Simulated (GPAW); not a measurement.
# Sb (Im-3m) in GPAW: notebook

Aim: see how the results for Sb move with the level of theory and the settings. Levels: PBEsol, RPBE, revPBE. Tasks: band structure.

Program: GPAW 26.7.0. These are calculated values, not measurements. Logs are shortened: lines on timing, memory, paths and dates and some standing lists are left out, and cuts for length are marked. The log counts tension as positive stress, the text compression.

### Step 1. The crystal as given

The structure is cubic, space group Im-3m (No. 229). The conventional cell has a = 3.743 Å, b = 3.743 Å, c = 3.743 Å, α = 90.00°, β = 90.00°, γ = 90.00°. Around Sb (site symmetry m-3m) lie 8 Sb at 3.24 Å.

This isn't the form of Sb at room conditions, which is rhombohedral.

### Step 2. Band structure, PBEsol

Input file run.py:

```python
from ase.dft.bandgap import bandgap
from ase.io import read, write
from ase.units import GPa
from gpaw import GPAW, PW, setup_paths

setup_paths.insert(0, '.')

atoms = read('Sb.xyz')

calc = GPAW(mode=PW(600),
            xc='PBEsol',
            kpts={'size': (10, 10, 10), 'gamma': True},
            occupations={'name': 'fermi-dirac', 'width': 0.05},
            nbands=15,
            convergence={'density': 1e-05, 'energy': 1e-05},
            maxiter=150,
            txt='gpaw.txt')
atoms.calc = calc
energy = atoms.get_potential_energy()
forces = atoms.get_forces()
stress = atoms.get_stress()
calc.write('gs.gpw')
write('result.traj', atoms)
print(f'Energy: {energy:.6f} eV')
print('Forces (eV/A):')
print(forces.round(4))
print('Stress (GPa):', (stress / GPa).round(3))
print('Fermi level:', round(calc.get_fermi_level(), 4), 'eV')
print(f'Gap: {bandgap(calc)[0]:.4f} eV, direct: {bandgap(calc, direct=True)[0]:.4f} eV')

path = atoms.cell.bandpath('GHNGPH,PN', npoints=80, eps=1e-4)
bs_calc = calc.fixed_density(kpts=path, symmetry='off', nbands=24,
                             convergence={'bands': 'CBM+6.0', 'eigenstates': 1e-6}, txt='bands.txt')
bs = bs_calc.band_structure()
bs.write('bs.json')
print(f'Gap on the path: {bandgap(bs_calc)[0]:.4f} eV')
```

Input file Sb.xyz:

```xyz
1
Lattice="-1.8713408863 1.8713408863 1.8713408863 1.8713408863 -1.8713408863 1.8713408863 1.8713408863 1.8713408863 -1.8713408863" Properties=species:S:1:pos:R:3 pbc="T T T"
Sb     0.0000000000      0.0000000000      0.0000000000
```

Potentials or basis: PAW data sets generated in the run's folder for this functional, pw.

Command:

```
$ gpaw-setup -f PBEsol Sb
$ OMP_NUM_THREADS=1 python run.py
```

gpaw.txt:

```text
__  _  _
 | _ |_)|_||  |
 |__||  | ||/\| - 26.7.0

Input parameters:
  mode=PW(ecut=600.0),
  convergence={'density': 1e-05, 'energy': 1e-05},
  kpts=MonkhorstPack(size=(10, 10, 10), gamma=True),
  maxiter=150,
  nbands=15,
  occupations=Occupations(name='fermi-dirac', width=0.05),
  xc=XC(name='PBEsol')

Diagonalizing LCAO Hamiltonian
Converting LCAO to pw mode

       Sb

Atoms  # Å, Bohr magnetons
|   | symbol |        x |        y |        z |    initial magnetic moments |
|---|--------|----------|----------|----------|-----------------------------|
| 0 |     Sb | 0.000000 | 0.000000 | 0.000000 | ( 0.0000,  0.0000,  0.0000) |

Unit cell  # Å
| periodic |         x |         y |         z |  lengths |     angles |
|----------|-----------|-----------|-----------|----------|------------|
|      yes | -1.871341 |  1.871341 |  1.871341 | 3.241257 | 109.471221 |
|      yes |  1.871341 | -1.871341 |  1.871341 | 3.241257 | 109.471221 |
|      yes |  1.871341 |  1.871341 | -1.871341 | 3.241257 | 109.471221 |

Number of symmetries: 48
Symmetry operations  # r_c * U_cc + t_c -> r_c
|    | kind |            matrix            |
|----|------|------------------------------|
|  0 |  σ   |  1, 1, 1,  0, 0,-1,  0,-1, 0 |
|  1 |  C4  |  1, 1, 1,  0, 0,-1, -1, 0, 0 |
|  2 |  C2  |  1, 1, 1,  0,-1, 0,  0, 0,-1 |
|  3 |  S6  |  1, 1, 1,  0,-1, 0, -1, 0, 0 |
|  4 |  S6  |  1, 1, 1, -1, 0, 0,  0, 0,-1 |
|  5 |  C4  |  1, 1, 1, -1, 0, 0,  0,-1, 0 |
|  6 |  E   |  1, 0, 0,  0, 1, 0,  0, 0, 1 |
|  7 |  σ   |  1, 0, 0,  0, 1, 0, -1,-1,-1 |
|  8 |  σ   |  1, 0, 0,  0, 0, 1,  0, 1, 0 |
|  9 |  C3  |  1, 0, 0,  0, 0, 1, -1,-1,-1 |
| 10 |  C3  |  1, 0, 0, -1,-1,-1,  0, 1, 0 |
| 11 |  σ   |  1, 0, 0, -1,-1,-1,  0, 0, 1 |
| 12 |  σ   |  0, 1, 0,  1, 0, 0,  0, 0, 1 |
| 13 |  C2  |  0, 1, 0,  1, 0, 0, -1,-1,-1 |
| 14 |  C3  |  0, 1, 0,  0, 0, 1,  1, 0, 0 |
| 15 |  S4  |  0, 1, 0,  0, 0, 1, -1,-1,-1 |
| 16 |  S4  |  0, 1, 0, -1,-1,-1,  1, 0, 0 |
| 17 |  C3  |  0, 1, 0, -1,-1,-1,  0, 0, 1 |
| 18 |  C3  |  0, 0, 1,  1, 0, 0,  0, 1, 0 |
| 19 |  S4  |  0, 0, 1,  1, 0, 0, -1,-1,-1 |
| 20 |  σ   |  0, 0, 1,  0, 1, 0,  1, 0, 0 |
| 21 |  C3  |  0, 0, 1,  0, 1, 0, -1,-1,-1 |
| 22 |  C2  |  0, 0, 1, -1,-1,-1,  1, 0, 0 |
| 23 |  S4  |  0, 0, 1, -1,-1,-1,  0, 1, 0 |
| 24 |  C4  |  0, 0,-1,  1, 1, 1,  0,-1, 0 |
| 25 |  σ   |  0, 0,-1,  1, 1, 1, -1, 0, 0 |
| 26 |  S6  |  0, 0,-1,  0,-1, 0,  1, 1, 1 |
| 27 |  C2  |  0, 0,-1,  0,-1, 0, -1, 0, 0 |
| 28 |  C4  |  0, 0,-1, -1, 0, 0,  1, 1, 1 |
| 29 |  S6  |  0, 0,-1, -1, 0, 0,  0,-1, 0 |
| 30 |  S6  |  0,-1, 0,  1, 1, 1,  0, 0,-1 |
| 31 |  C4  |  0,-1, 0,  1, 1, 1, -1, 0, 0 |
| 32 |  C4  |  0,-1, 0,  0, 0,-1,  1, 1, 1 |
| 33 |  S6  |  0,-1, 0,  0, 0,-1, -1, 0, 0 |
| 34 |  σ   |  0,-1, 0, -1, 0, 0,  1, 1, 1 |
| 35 |  C2  |  0,-1, 0, -1, 0, 0,  0, 0,-1 |
| 36 |  C2  | -1, 0, 0,  1, 1, 1,  0, 0,-1 |
| 37 |  S6  | -1, 0, 0,  1, 1, 1,  0,-1, 0 |
| 38 |  S6  | -1, 0, 0,  0, 0,-1,  1, 1, 1 |
| 39 |  C2  | -1, 0, 0,  0, 0,-1,  0,-1, 0 |
| 40 |  C2  | -1, 0, 0,  0,-1, 0,  1, 1, 1 |
| 41 |  i   | -1, 0, 0,  0,-1, 0,  0, 0,-1 |
| 42 |  S4  | -1,-1,-1,  1, 0, 0,  0, 1, 0 |
| 43 |  C3  | -1,-1,-1,  1, 0, 0,  0, 0, 1 |
| 44 |  C3  | -1,-1,-1,  0, 1, 0,  1, 0, 0 |
| 45 |  σ   | -1,-1,-1,  0, 1, 0,  0, 0, 1 |
| 46 |  S4  | -1,-1,-1,  0, 0, 1,  1, 0, 0 |
| 47 |  C2  | -1,-1,-1,  0, 0, 1,  0, 1, 0 |

BZ-sampling:
  Number of BZ points: 1000
  Number of IBZ points: 47

  Monkhorst-Pack size: [10, 10, 10]
  Monkhorst-Pack shift: [0.05, 0.05, 0.05]

K-points  # in reciprocal-cell coordinates
|     |                                coordinates |     weight |
|-----|--------------------------------------------|------------|
|   0 | (  0.00000000,   0.00000000,   0.00000000) | 0.00100000 |
|   1 | (  0.10000000,   0.00000000,   0.00000000) | 0.01200000 |
|   2 | (  0.10000000,   0.10000000,  -0.10000000) | 0.00600000 |
|   3 | (  0.20000000,   0.00000000,  -0.10000000) | 0.02400000 |
|   4 | (  0.20000000,   0.00000000,   0.00000000) | 0.01200000 |
|   5 | (  0.20000000,   0.10000000,  -0.10000000) | 0.02400000 |
|   6 | (  0.20000000,   0.20000000,  -0.20000000) | 0.00600000 |
|   7 | (  0.30000000,  -0.10000000,  -0.10000000) | 0.00800000 |
|   8 | (  0.30000000,   0.00000000,  -0.10000000) | 0.04800000 |
|   9 | (  0.30000000,   0.00000000,   0.00000000) | 0.01200000 |
| ... |                                            |            |
|  46 | (  0.50000000,   0.50000000,   0.50000000) | 0.00100000 |

Plane wave coefficients: 909
Cutoff: 600.0 eV

Spin-components: 1 (collinear spins)
Bands:           15
Projectors:      6
Spin-degeneracy: 2
Datatype:        complex128

Parallelization:
  kpt:    1
  domain: 1
  band:   1

Density:
  Valence electrons: 15.0
  Components: 1
  Grid points: [20 20 20]
  Charge: 0.0  # |e|

Potential:
  Grid points: [20 20 20]

species:
  Sb:
    name:    Antimony
    Z:       51.0
    valence: 15
    core:    36
    charge:  0.0  # [|e|]
    compensation charges:
      type: gauss
      rc: 0.36  # [Å]
      lmax: 2
    cutoffs:
      filter: 2.23  # [Å]
      core: 2.23  # [Å]
    projectors
    | kind |    occ | energy [eV] | rcut [Å] |
    |------|--------|-------------|----------|
    |   5s |  2.000 |     -12.861 |    1.154 |
    |   5p |  3.000 |      -4.846 |    1.233 |
    |   4d | 10.000 |     -33.456 |    1.196 |
    |    s |        |      14.351 |    1.154 |
    |    p |        |      22.365 |    1.233 |
    |    d |        |      -6.245 |    1.196 |

    Using partial waves for Sb as LCAO basis

Reference energy: -176204.783462  # eV

eigensolver:
  PPCG
  Converge bands: occupied
  niter=2

density mixing:
  MSR1-Mixer
  Pratt-step length: 0.05
  Maximum mixing coefficient: 0.75
  Old densities: 10
  SVD Regularization: 0.005
  Good broyden scale: 1.0
  Trust region scale: 1.0
  Backstep threshold: 4.0
  History deletion threshold: 6.0
  Fourier metric: weight=20.0, sigma=0.015

occupation numbers:
  Fermi-Dirac:
    width: 0.0500  # eV

poisson solver:
  ecut: 4800.0  # eV

xc functional:
  name: PBEsol with 2 nearest neighbor stencil

convergence criteria:
- Maximum integral of absolute [dens]ity change: 1e-05 electrons / valence electron
- Maximum [total energy] change in last 3 cyles: 1e-05 eV / valence electron
- Maximum integral of absolute [eigenst]ate change: 4e-08 eV^2 / valence electron
maximum number of iterations: 150

SCF iterations
|iter     | |      energy | eigst |  dens |
|---------|-|-------------|-------|-------|
|iter:   1| |   -4.647409 | +0.22 |       |
|iter:   2| |   -4.648914 | -2.15 | -1.83 |
|iter:   3| |   -4.642100 | -2.81 | -1.85 |
|iter:   4| |   -4.642304 | -4.22 | -2.45 |
|iter:   5| |   -4.642345 | -5.32 | -2.99 |
|iter:   6| |   -4.642346c| -6.68 | -3.81 |
|iter:   7| |   -4.642346c| -8.15c| -4.75 |
|iter:   8| |   -4.642346c| -7.91c| -5.18c|

Converged in 8 steps
Energy contributions relative to reference atoms: (reference = -176204.783462)

Energy contributions:
  Kinetic:          -0.536804
  Coulomb:           0.199977
  Zero:              0.162754
  External:          0.000000
  Xc:               -4.463779
  Entropy:          -0.008990
  Spinorbit:         0.000000
  ----------------------------
  Free energy:      -4.646842
  Extrapolated:     -4.642346

dipole moment: (-6.782918, -6.782918, -6.782918)  # |e|*Ang

Fermi level: 8.239
Eigenvalues  # (at kpt = [0.000, 0.000, 0.000])
| band index |      eig [eV] | occ [0-2] |
|------------|---------------|-----------|
|          0 |       -20.915 |     2.000 |
|          1 |       -20.915 |     2.000 |
|          2 |       -20.915 |     2.000 |
|          3 |       -20.838 |     2.000 |
|          4 |       -20.838 |     2.000 |
|          5 |        -4.792 |     2.000 |
|          6 |        13.931 |     0.000 |
|          7 |        13.931 |     0.000 |
|          8 |        13.931 |     0.000 |
|          9 |        19.664 |     0.000 |
|         10 |        19.664 |     0.000 |
|         11 |        19.664 |     0.000 |
|         12 |        20.142 |     0.000 |
|         13 |        20.142 |     0.000 |
|         14 |        20.152 |     0.000 |

No gap
No difference between direct/indirect transitions

Forces  # eV/Ang
|       x |        y |        z |
|---------|----------|----------|
| 0.00000 | -0.00000 | -0.00000 |  # Sb   0

Stress tensor  # eV/Ang^3
|        x |         y |         z |
|----------|-----------|-----------|
| 0.002302 |  0.000000 |  0.000000 |
| 0.000000 |  0.002302 | -0.000000 |
| 0.000000 | -0.000000 |  0.002302 |

# Writing to gs.gpw (mode='')
```

It took 19 s on 1 thread of Arm Neoverse V2, shared host; peak memory 0.19 GiB.

What came out:

```
Free energy             : -4.6468 eV
Pressure                : -0.4 GPa
Band gap along the path : none (metal or under the smearing width)
```

Levels at the corners of the path, in eV from the Fermi level:
```tsv
point	band 3	band 4	band 5	band 6	band 7	band 8	band 9	band 10	band 11
Γ	-29.15	-29.08	-29.08	-13.03	5.69	5.69	5.69	11.42	11.42
H	-29.04	-29.04	-29.04	-5.46	-2.04	-2.04	-2.04	2.94	2.94
N	-29.08	-29.08	-29.03	-8.82	-5.74	1.76	3.82	6.62	7.18
Γ	-29.15	-29.08	-29.08	-13.03	5.69	5.69	5.69	11.42	11.42
P	-29.11	-29.08	-29.08	-7.79	-2.85	-2.85	-2.85	16.15	16.15
H	-29.04	-29.04	-29.04	-5.46	-2.04	-2.04	-2.04	2.94	2.94
P	-29.11	-29.08	-29.08	-7.79	-2.85	-2.85	-2.85	16.15	16.15
N	-29.08	-29.08	-29.03	-8.82	-5.74	1.76	3.82	6.62	7.18
```

Caveat: spin-orbit coupling is left out, which moves the levels of the heavy elements.

### Step 3. Band structure, RPBE

Edit run.py of step 2 so:

```diff
@@ -3,5 +3,3 @@
 from ase.units import GPa
-from gpaw import GPAW, PW, setup_paths
-
-setup_paths.insert(0, '.')
+from gpaw import GPAW, PW
 
@@ -10,3 +8,3 @@
 calc = GPAW(mode=PW(600),
-            xc='PBEsol',
+            xc='RPBE',
             kpts={'size': (10, 10, 10), 'gamma': True},
```

Sb.xyz is that of step 2.

Potentials or basis: the program's PAW data sets (release 1.2.1) made for this functional, pw.

Command:

```
$ OMP_NUM_THREADS=1 python run.py
```

Run time: 17 s. Hardware: 1 thread of Arm Neoverse V2, shared host; peak memory 0.19 GiB.

The run converged. Its results:

* Free energy: -3.7561 eV
* Pressure: 4.2 GPa
* Band gap along the path: none (metal or under the smearing width)

Levels at the corners of the path, in eV from the Fermi level:
| point | band 4 | band 5 | band 6 | band 7 | band 8 | band 9 | band 10 | band 11 |
| --- | --- | --- | --- | --- | --- | --- | --- | --- |
| Γ | -29.26 | -29.26 | -13.01 | 5.74 | 5.74 | 5.74 | 11.35 | 11.35 |
| H | -29.22 | -29.22 | -5.38 | -2.05 | -2.05 | -2.05 | 2.91 | 2.91 |
| N | -29.26 | -29.21 | -8.78 | -5.76 | 1.77 | 3.85 | 6.61 | 7.12 |
| Γ | -29.26 | -29.26 | -13.01 | 5.74 | 5.74 | 5.74 | 11.35 | 11.35 |
| P | -29.26 | -29.26 | -7.73 | -2.86 | -2.86 | -2.86 | 16.18 | 16.18 |
| H | -29.22 | -29.22 | -5.38 | -2.05 | -2.05 | -2.05 | 2.91 | 2.91 |
| P | -29.26 | -29.26 | -7.73 | -2.86 | -2.86 | -2.86 | 16.18 | 16.18 |
| N | -29.26 | -29.21 | -8.78 | -5.76 | 1.77 | 3.85 | 6.61 | 7.12 |

Caveat: spin-orbit coupling is left out, which moves the levels of the heavy elements.

### Step 4. Band structure, revPBE

Edit run.py of step 3 so:

```diff
@@ -8,3 +8,3 @@
 calc = GPAW(mode=PW(600),
-            xc='RPBE',
+            xc='revPBE',
             kpts={'size': (10, 10, 10), 'gamma': True},
```

Sb.xyz is that of step 3.

Command:

```
$ OMP_NUM_THREADS=1 python run.py
```

Run time: 17 s. Hardware: 1 thread of Arm Neoverse V2, shared host; peak memory 0.19 GiB.

The run converged. Its results:

```yaml
Free_energy: -3.8190 eV
Pressure: 3.8 GPa
Band_gap_along_the_path: none (metal or under the smearing width)
```

Levels at the corners of the path, in eV from the Fermi level:
```tsv
point	band 5	band 6	band 7	band 8	band 9	band 10
Γ	-29.24	-13.02	5.73	5.73	5.73	11.36
H	-29.20	-5.40	-2.05	-2.05	-2.05	2.92
N	-29.19	-8.79	-5.75	1.76	3.85	6.62
Γ	-29.24	-13.02	5.73	5.73	5.73	11.36
P	-29.24	-7.74	-2.86	-2.86	-2.86	16.18
H	-29.20	-5.40	-2.05	-2.05	-2.05	2.92
P	-29.24	-7.74	-2.86	-2.86	-2.86	16.18
N	-29.19	-8.79	-5.75	1.76	3.85	6.62
```

Caveat: spin-orbit coupling is left out, which moves the levels of the heavy elements.

### Step 5. Overview

| level | potentials or basis | pressure (GPa) |
| --- | --- | --- |
| PBEsol | PAW data sets generated in the run's folder for this functional, pw | -0.4 |
| RPBE | the program's PAW data sets (release 1.2.1) made for this functional, pw | 4.2 |
| revPBE | the program's PAW data sets (release 1.2.1) made for this functional, pw | 3.8 |

Alike in all rows: task band structure; no spin polarisation; cell as given; k mesh 10 × 10 × 10; cutoff (eV) 600; smearing fermi-dirac 0.05 eV.

Caveats: spin-orbit coupling is left out, which moves the levels of the heavy elements.

Absolute energies hang on the potentials; compare differences alone.
